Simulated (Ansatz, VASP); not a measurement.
# NiO in VASP and in Ansatz

```xyz
2
Lattice="0.0000 2.0859 2.0859 2.0859 0.0000 2.0859 2.0859 2.0859 0.0000" Properties=species:S:1:pos:R:3 pbc="T T T"
Ni    0.0000    0.0000    0.0000
O     2.0859    2.0859    2.0859
```

Alike in both runs: functional PBEsol; k mesh 11 × 11 × 11; occupations fermi-dirac, width 0.05 eV; collinear spin; Hubbard terms Ni d U = 2.0 eV.

|  | VASP | Ansatz |
| --- | --- | --- |
| version | VASP 6.6.1 | Ansatz 0.2.0 |
| potentials or method | VASP PAW PBE potentials, release 64 (Ni, O), cutoff 520 eV | all-electron LAPW, scalar-relativistic |
| task | single point | density of states |

VASP gave:

```
gap on the k mesh at the Fermi level (eV)                     : 0.14
least direct gap on the mesh (eV)                             : 1.05
pressure (GPa)                                                : -2.9
net moment per atom (μB)                                      : 1.00
size of the moment on the site where the two differ most (μB) : 0.29
```

Question: What did Ansatz give for the same quantities?

Answer: gap on the k mesh at the Fermi level (eV): 0.13; least direct gap on the mesh (eV): 1.05; pressure (GPa): 0.5; net moment per atom (μB): 1.00; size of the moment on the site where the two differ most (μB): 0.31.

Site moments also hang on the region over which each program counts them. The programs project onto different local orbitals, so the same U acts differently. Ansatz ran all-electron here, so the differences hold the error of VASP's frozen core and of both bases.

Caveats: an odd mesh through Γ misses points on the zone boundary, where band edges often lie; a cell with one magnetic atom can't hold antiferromagnetic order, which such compounds often take; the PAW data sets were made with another functional, which shifts forces and pressure a little (VASP); the magnetic state may not be the lowest (Ansatz); U is the effective U less J, on atomic orbitals that reach past the spheres (Ansatz); the density of states is complete only up to the lowest level of the last band computed (Ansatz). The state reached can hang on the start; a lower one may exist.
